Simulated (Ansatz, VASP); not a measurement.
AlRu in VASP and in Ansatz

```xyz
2
Lattice="2.9773 0.0000 0.0000 0.0000 2.9773 0.0000 0.0000 0.0000 2.9773" Properties=species:S:1:pos:R:3 pbc="T T T"
Al    0.0000    0.0000    0.0000
Ru    1.4887    1.4887    1.4887
```

Alike in both runs: functional PBEsol; k mesh 11 × 11 × 11; occupations fermi-dirac, width 0.1 eV; no spin polarisation.

Ansatz relaxed the structure, and its values are those at the end. VASP's run is a single point on that final structure, the one shown.

|  | VASP | Ansatz |
| --- | --- | --- |
| version | VASP 6.6.1 | Ansatz 0.2.0 |
| potentials or method | VASP PAW PBE potentials, release 64 (Al, Ru_pv) | PAW plane waves |
| plane-wave cutoff (eV) | 520 | 420 |
| valence electrons in the cell | 17 | 19 |

```csv
,VASP,Ansatz,Ansatz less VASP
gap on the k mesh at the Fermi level (eV),none,none,-
pressure (GPa),0.1,0.0,-0.09
```

A gap of «none» marks a metal or a gap that the smearing closes. The two sets of potentials don't hold the same shells in valence. Ansatz warned: «pseudo_functional_mismatch».

Caveats: the PAW data sets were made with another functional, which shifts forces and pressure a little (VASP).
